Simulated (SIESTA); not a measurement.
A run of SIESTA 5.4.2 is set up as follows.

The input Bi.fdf:

```
SystemName                      Bismuth
SystemLabel                     Bi
NumberOfSpecies                 1
NumberOfAtoms                   2
%block ChemicalSpeciesLabel
  1  83 Bi
%endblock ChemicalSpeciesLabel

LatticeConstant                 1.0 Ang
%block LatticeVectors
     2.3173740000     1.3379360000     3.9739490000
    -2.3173740000     1.3379360000     3.9739490000
     0.0000000000    -2.6758730000     3.9739490000
%endblock LatticeVectors
AtomicCoordinatesFormat         Fractional
%block AtomicCoordinatesAndAtomicSpecies
     0.7660430000     0.7660430000     0.7660430000  1  Bi
     0.2339570000     0.2339570000     0.2339570000  1  Bi
%endblock AtomicCoordinatesAndAtomicSpecies

%block kgrid.MonkhorstPack
    5   0   0  0.0
    0   5   0  0.0
    0   0   5  0.0
%endblock kgrid.MonkhorstPack
XC.Functional                   GGA
XC.Authors                      PBE
PAO.BasisSize                   TZP
PAO.EnergyShift                 0.002 Ry
Mesh.Cutoff                     750 Ry
OccupationFunction              FD
ElectronicTemperature           0.05 eV
MaxSCFIterations                120
SCF.MustConverge                false
SCF.Mixer.Method                Pulay
SCF.Mixer.Weight                0.25
SCF.Mixer.History               8
SCF.DM.Tolerance                1.0e-05
SCF.H.Tolerance                 1.0e-04 eV
WriteForces                     true
Charge.Mulliken                 end
Charge.Hirshfeld                end
Charge.Voronoi                  end
SaveRho                         true
SaveElectrostaticPotential      true
MD.TypeOfRun                    FC
FC.First                        1
FC.Last                         2
FC.Displacement                 0.04 Bohr
```

File vibra.fdf:

```
SystemLabel                     Bi
NumberOfAtoms                   2
LatticeConstant                 1.0 Ang
%block LatticeVectors
     2.3173740000     1.3379360000     3.9739490000
    -2.3173740000     1.3379360000     3.9739490000
     0.0000000000    -2.6758730000     3.9739490000
%endblock LatticeVectors
AtomicCoordinatesFormat         NotScaledCartesianAng
%block AtomicCoordinatesAndAtomicSpecies
     0.0000000000    -0.0000007660     9.1326474414 1 208.9804
     0.0000000000    -0.0000002340     2.7891995586 1 208.9804
%endblock AtomicCoordinatesAndAtomicSpecies
SuperCell_1                     0
SuperCell_2                     0
SuperCell_3                     0
AtomicDispl                     0.04 Bohr
BandLinesScale                  ReciprocalLatticeVectors
%block BandLines
  1  0.0 0.0 0.0  \Gamma
%endblock BandLines
```

Potentials or basis: PseudoDojo 0.4 standard (PBE files), TZP (energy shift 0.002 Ry).

The run is started by

```console
$ siesta Bi.fdf > Bi.out 2>&1
$ vibra < vibra.fdf > vibra.out
```

Task: What does it give for the highest phonon frequency at Γ?

Result: 105 cm⁻¹.

Phonon frequencies in cm⁻¹ (negative: imaginary):
```
              q point      frequencies
(0.000, 0.000, 0.000)  0 0 0 70 70 105
```
